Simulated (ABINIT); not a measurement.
Runs of ABINIT 10.8.3 (patched build) on ZnSe (Stilleite). The structure is cubic, space group F-43m (No. 216). The conventional cell has a = 5.668 Å, b = 5.668 Å, c = 5.668 Å, α = 90.00°, β = 90.00°, γ = 90.00°. Se (site symmetry -43m) has 4 Zn at 2.45 Å as nearest neighbours. Zn (site symmetry -43m) is surrounded by 4 Se at 2.45 Å. 

```tsv
task	level	potentials or basis	k mesh	cutoff (eV)	fine-grid cutoff	most SCF steps	mesh quality	gap on the mesh (eV)	pressure (GPa)	V0 of scaled cells (Å³/atom)	B0 (GPa)
single point	PBEsol	JTH PAW PBE v2.0	10 × 10 × 10	544	1088.46 eV	-	not flagged	1.17	-	-	-
equation of state	PBE	JTH PAW PBE v2.0	8 × 8 × 8	544	1088.46 eV	-	not flagged	-	-	(d)	58
single point	PBEsol	JTH PAW PBE v2.0	3 × 3 × 3	544	1088.46 eV	-	coarse	1.12	-	-	-
single point	PBE	JTH PAW PBE v2.0	10 × 10 × 10	544	1088.46 eV	-	not flagged	1.29	-	-	-
band structure	LDA-Teter	JTH PAW LDA v2.0	8 × 8 × 8	544	1088.46 eV	-	not flagged	1.03	-	-	-
band structure	BLYP	JTH PAW PBE v2.0	8 × 8 × 8	544	1088.46 eV	-	not flagged	(b)	-	-	-
equation of state	revPBE+D3(BJ)	JTH PAW PBE v2.0	8 × 8 × 8	544	1088.46 eV	-	not flagged	-	-	22.29	65
single point	r2SCAN	JTH PAW PBE v2.0	10 × 10 × 10	653	1251.72 eV	-	not flagged	(a)	-	-	-
band structure	PBE	JTH PAW PBE v2.0	8 × 8 × 8	544	1088.46 eV	-	not flagged	1.29	-	-	-
band structure	PBE	JTH PAW PBE v2.0	8 × 8 × 8	599	1197.3 eV	-	not flagged	1.29	(c)	-	-
single point	HSE06	SG15 NC PBE v1.2	3 × 3 × 3	952	-	60	coarse	2.26	1.8	-	-
band structure	LDA	JTH PAW LDA v2.0	8 × 8 × 8	544	1088.46 eV	-	not flagged	1.03	-	-	-
```

Alike in all rows: no spin polarisation; cell as given; smearing fermi-dirac 0.05 eV.

**Question.** Fill in the values left out.

**Answer.** (a) 1.85; (b) 1.25; (c) 2.0; (d) 23.55.

Caveats: some runs use coarse meshes; the PAW data sets were made with another functional, which shifts forces and pressure a little (some runs); pressures at fixed basis lie under the slope of the energies (some runs); an odd mesh through Γ misses points on the zone boundary, where band edges often lie (some runs); exact exchange is summed on a coarse mesh, which widens gaps by tenths of an eV (some runs); Libxc's HSE differs a little from that of other programs (some runs); the potentials were made for another functional, which shifts forces and pressure (some runs).

A k mesh can miss the band edges, and the runs leave out spin-orbit coupling on Se.

Not every run made on this cell is shown here.
